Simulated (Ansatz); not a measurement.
Y:

```
Y
1.0
     3.64740    0.00000    0.00000
    -1.82370    3.15874    0.00000
     0.00000    0.00000    5.73060
Y
2
Direct
  0.66667 0.33333 0.75000
  0.33333 0.66667 0.25000
```

| Property | Result |
| --- | --- |
| Program | Ansatz 0.2.0 |
| Task | relaxation of cell and atoms |
| Functional | revPBE |
| Potentials or basis | Ansatz PAW |
| Cutoff | 420 eV (not typed: the program's choice for these potentials) |
| k mesh | 8 × 8 × 5 |
| Occupations | fermi-dirac, width 0.05 eV |
| Spin | no spin polarisation |

At the start: volume 33.01 Å³/atom.

**Question.** Where does the relaxation end?

**Answer.** It ends after 4 steps and the volume is 33.84 Å³/atom (+2.5 %); space group P6_3/mmc (No. 194, to 0.05 Å).

The path:
```csv
step,energy change (eV),largest force (eV/Å),volume (Å³)
1,0.0000,0.0000,66.02
2,-0.0053,0.0000,67.70
3,-0.0054,0.0000,67.68
4,-0.0054,0.0000,67.68
```

Final structure:
```yaml
crystal:
  lattice:
    - [3.68571, 0.00000, 0.00000]
    - [-1.84286, 3.19192, 0.00000]
    - [0.00000, 0.00000, 5.75290]
  atoms:
    - { symbol: Y, position: [0.66667, 0.33333, 0.75000] }
    - { symbol: Y, position: [0.33333, 0.66667, 0.25000] }
```

Caveat: the plane-wave basis is chosen anew once the cell has moved, so the energies of steps on either side of that aren't comparable; the PAW data sets come from PBE, with cores solved anew for the run's functional, which leaves a small shift of forces and pressure.
